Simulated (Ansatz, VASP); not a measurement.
## One calculation of Sb, two programs

File INCAR:

```
  ALGO = Normal
  DIPOL = 0.5 0.5 0.500
  EDIFF = 1E-6
  ENCUT = 520
  GGA = PE
  IDIPOL = 3
  ISIF = 2
  ISMEAR = -1
  LASPH = True
  LCHARG = False
  LDIPOL = True
  LREAL = False
  LWAVE = False
  NBANDS = 20
  NELM = 60
  PREC = Accurate
  SIGMA = 0.05
```

Contents of KPOINTS:

```
k-points
0
Gamma
  10 10 1
```

File POSCAR:

```
Sb
1.0
    3.3880510169      0.0000000000      0.0000000000
    0.0000000000      3.3880510169      0.0000000000
    0.0000000000      0.0000000000     25.5829000000
Sb
5
Direct
    0.0000000000      0.0000000000      0.3127097517
    0.5000000000      0.5000000000      0.4063548756
    0.0000000000      0.0000000000      0.5000000000
    0.5000000000      0.5000000000      0.5936451244
    0.0000000000      0.0000000000      0.6872902483
```

Input for Ansatz:

```yaml
crystal:
  lattice:
    - [3.3880510169, 0.0, 0.0]
    - [0.0, 3.3880510169, 0.0]
    - [0.0, 0.0, 25.5829]
  atoms:
    - { symbol: Sb, position: [0.0, 0.0, 0.3127097517] }
    - { symbol: Sb, position: [0.5, 0.5, 0.4063548756] }
    - { symbol: Sb, position: [0.0, 0.0, 0.5] }
    - { symbol: Sb, position: [0.5, 0.5, 0.5936451244] }
    - { symbol: Sb, position: [0.0, 0.0, 0.6872902483] }
kpoints:
  mp_grid: { grid: [10, 10, 1] }
scf:
  occupations: { method: fermi_dirac, width: 0.05 }
hamiltonian:
  xc: pbe
  pseudopotentials: { kind: paw }
output:
  forces: true
  stress: true
  eigenvalues: true
  populations: true
efield:
  axis: 3
  amplitude: 0
  dipole_correction: true
```

Alike in both runs: task single point; functional PBE; k mesh 10 × 10 × 1; occupations fermi-dirac, width 0.05 eV; no spin polarisation.

|  | VASP | Ansatz |
| --- | --- | --- |
| version | VASP 6.6.1 | Ansatz 0.2.0 |
| potentials or method | VASP PAW PBE potentials, release 64 (Sb) | PAW with Ansatz's default frozen-core files, scalar-relativistic |
| plane-wave cutoff (eV) | 520 | 420 |
| valence electrons in the cell | 25 | 75 |

```csv
,VASP,Ansatz,Ansatz less VASP
rms of the force components (eV/Å),0.188,0.185,-0.0029
```

Atom by atom the forces differ by 0.004 eV/Å (rms over components). The two sets of potentials don't hold the same shells in valence.

Spin-orbit coupling is left out, which matters for the levels of Sb.
